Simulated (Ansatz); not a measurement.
## 5 guesses for B and where they end

These are results of DFT PBE, scalar-relativistic, plane waves, PAW in Ansatz 0.2.0, not measurements. Settings: cutoff 420 eV, Γ-centred meshes spaced at most about 0.3 Å⁻¹, and about 0.25 Å⁻¹ or finer for metals (2π included), Gaussian smearing. No spin polarisation in the final relaxations.

Each guess was relaxed in cell and atoms at zero pressure, within the symmetry of its start. These are static total energies at zero pressure. Coordination counts all near atoms (those within 1.25 times the shortest such distance or 1.15 times the sum of covalent radii; a plus sign parts nearer from farther groups; a slash parts the counts of unlike sites).

```csv
guess,made from,start group,V start (Å³/atom),end group,V end (Å³/atom),coordination at the end,gap on mesh (eV),E over the lowest end (meV/atom)
1,random cell,Im-3m,7.3,Im-3m,7.6,B 4,0,564
2,one element on all sites of the Zn3N2 type,P6_3/mmc,7.7,P6_3/mmc,7.0,B 3/5/6/4+3,0,0
3,4-connected net of one element,Ia-3d,6.9,Ia-3d,7.8,B 4,0,323
4,4-connected net of one element,P4_2/mmc,8.7,?,?,?,?,?
5,4-connected net of one element,Ia-3,6.4,Ia-3d,7.8,B 3+2,0,648
```

Guess 4 as it starts:

```yaml
crystal:
  lattice:
    - [3.83906, 0.00000, 0.00000]
    - [0.00000, 3.83906, 0.00000]
    - [0.00000, 0.00000, 4.74164]
  atoms:
    - { symbol: B, position: [0.78194, 0.50000, 0.18091] }
    - { symbol: B, position: [0.50000, 0.78194, 0.68091] }
    - { symbol: B, position: [0.50000, 0.21806, 0.68091] }
    - { symbol: B, position: [0.78194, 0.50000, 0.81909] }
    - { symbol: B, position: [0.21806, 0.50000, 0.81909] }
    - { symbol: B, position: [0.21806, 0.50000, 0.18091] }
    - { symbol: B, position: [0.50000, 0.78194, 0.31909] }
    - { symbol: B, position: [0.50000, 0.21806, 0.31909] }
```

Question: Predict the end of this guess and its energy over the lowest end.

Answer: It ends in space group P4/mmm (No. 123), with a = 4.193 Å, c = 1.932 Å, 8.5 Å³/atom and no gap. It lies 0.32 eV/atom over the lowest end, above guess 2 and within the noise of guess 3. Counting all near atoms, this end has B 3+2 and the lowest (guess 2) has B 3/5/6/4+3.

```cif
data_structure
_symmetry_space_group_name_H-M 'P4/mmm'
_symmetry_Int_Tables_number 123
_cell_length_a 4.1932
_cell_length_b 4.1932
_cell_length_c 1.9318
_cell_angle_alpha 90.000
_cell_angle_beta 90.000
_cell_angle_gamma 90.000
_cell_volume 33.97
loop_
_atom_site_label
_atom_site_type_symbol
_atom_site_symmetry_multiplicity
_atom_site_Wyckoff_symbol
_atom_site_fract_x
_atom_site_fract_y
_atom_site_fract_z
_atom_site_occupancy
B1 B 4 o 0.79669 0.50000 0.50000 1
```

The k mesh leaves some 4 meV/atom of noise in the energy of each metallic cell. Cells relaxed within their symmetry can be saddle points. The part of the Crystallography Open Database at hand lists B in space groups No. 58, 134, 166; no cell shown has one of them. Some structure types and database cells were kept out of the candidates from the start, so a known form may be missing.
